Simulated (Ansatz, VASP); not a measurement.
## One calculation of BN, two programs

```
B N
1.0
     2.54207    0.00000    0.00000
    -1.27103    2.20149    0.00000
     0.00000    0.00000    4.16063
B N
2 2
Cartesian
  0.0000 1.4677 -0.0014
  1.2710 0.7338 2.0789
  0.0000 1.4677 1.5575
  1.2710 0.7338 3.6378
```

Change from the starting cell: strained cell.

Alike in both runs: functional PBEsol; k mesh 9 × 9 × 6; occupations gaussian, width 0.02 eV; no spin polarisation.

Ansatz relaxed the structure, and its values are those at the end. VASP's run is a single point on that final structure, the one shown.

|  | VASP | Ansatz |
| --- | --- | --- |
| version | VASP 6.6.1 | Ansatz 0.2.0 |
| potentials or method | VASP PAW PBE potentials, release 64 (B, N) | scalar-relativistic, plane waves, PAW |
| plane-wave cutoff (eV) | 520 | 420 |
| valence electrons in the cell | 16 | 16 |

VASP gave:

- gap on the k mesh at the Fermi level (eV): 4.98
- least direct gap on the mesh (eV): 8.20
- pressure (GPa): 4.4

Task: Estimate Ansatz's values.

Result: gap on the k mesh at the Fermi level (eV): 5.00; least direct gap on the mesh (eV): 8.21; pressure (GPa): 3.6.

With one functional, cell and mesh, what is left measures potentials, basis and numerics. Ansatz warned: «pseudo_functional_mismatch».

Caveats: the PAW data sets were made with another functional, which shifts forces and pressure a little (VASP); an odd mesh through Γ misses points on the zone boundary, where band edges often lie.
